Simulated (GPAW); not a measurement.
CdO (Monteponite): single point with PBE

CdO (Monteponite):

```
Cd O
1.0
     0.00000    2.34950    2.34950
     2.34950    0.00000    2.34950
     2.34950    2.34950    0.00000
Cd O
1 1
Direct
  0.00000 0.00000 0.00000
  0.50000 0.50000 0.50000
```

```json
{
 "Program": "GPAW 26.7.0",
 "Task": "single point",
 "Functional": "PBE",
 "Potentials or basis": "GPAW PAW data sets (gpaw-data 1.2.1)",
 "Cutoff": "800 eV",
 "Basis": "pw",
 "k mesh": "10 × 10 × 10",
 "Occupations": "gaussian, width 0.011 eV",
 "Spin": "no spin polarisation"
}
```

* Pressure: 5.5 GPa
* Band gap on the k mesh: none (metal or under the smearing width)

Levels at points of the mesh, in eV from the Fermi level:
```csv
k point,band 6,band 7,band 8,band 9,band 10,band 11,band 12,band 13
"(0.00, 0.00, 0.00)",-6.36,-1.41,-1.41,-1.41,-0.44,14.58,17.00,17.00
"(0.50, 0.50, 0.00)",-5.66,-4.37,-2.37,-2.37,3.88,8.48,11.23,13.26
"(0.50, 0.50, 0.50)",-6.10,-3.80,-0.01,-0.01,4.38,7.30,11.82,11.82
```

Run time: 27 s on 1 thread of Arm Neoverse V1 (shared host), peak memory 0.17 GiB.

Caveat: this crystal is a semiconductor, whose small gap the functional closes, so the metal is an error of the method.
